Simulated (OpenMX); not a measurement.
The system is CaO.

```
CELL_PARAMETERS angstrom
0.00000 2.40356 2.40356
2.40356 0.00000 2.40356
2.40356 2.40356 0.00000
ATOMIC_POSITIONS crystal
Ca 0.00000 0.00000 0.00000
O 0.50000 0.50000 0.50000
```

The cell is a database's computed one.

Base run:

```yaml
Program: OpenMX 3.8.5
Functional: PBE
Potentials_or_basis: OpenMX 2013 PBE set, Ca9.0-s3p2d2, O6.0-s3p2d2, grid cutoff 400 Ry
k_mesh: 11 × 11 × 11
Occupations: fermi-dirac, width 0.05 eV
Spin: no spin polarisation
```

Its results: band gap on the k mesh 3.21 eV, indirect (least direct gap 3.78 eV); pressure -2.4 GPa.

Question: The run is repeated on the same cell with these changes: potentials or basis from OpenMX 2013 PBE set, Ca9.0-s3p2d2, O6.0-s3p2d2, grid cutoff 400 Ry to OpenMX 2013 PBE set, Ca9.0-s3p2d1, O6.0-s2p2d1, grid cutoff 400 Ry. What comes out?

Answer: Band gap on the k mesh 3.14 eV, indirect (least direct gap 3.72 eV); pressure -0.7 GPa.

Caveats: the basis of atomic orbitals isn't converged, which shifts pressures, moduli and gaps.

A k mesh can miss the band edges.

Not every run made on this cell is shown here.
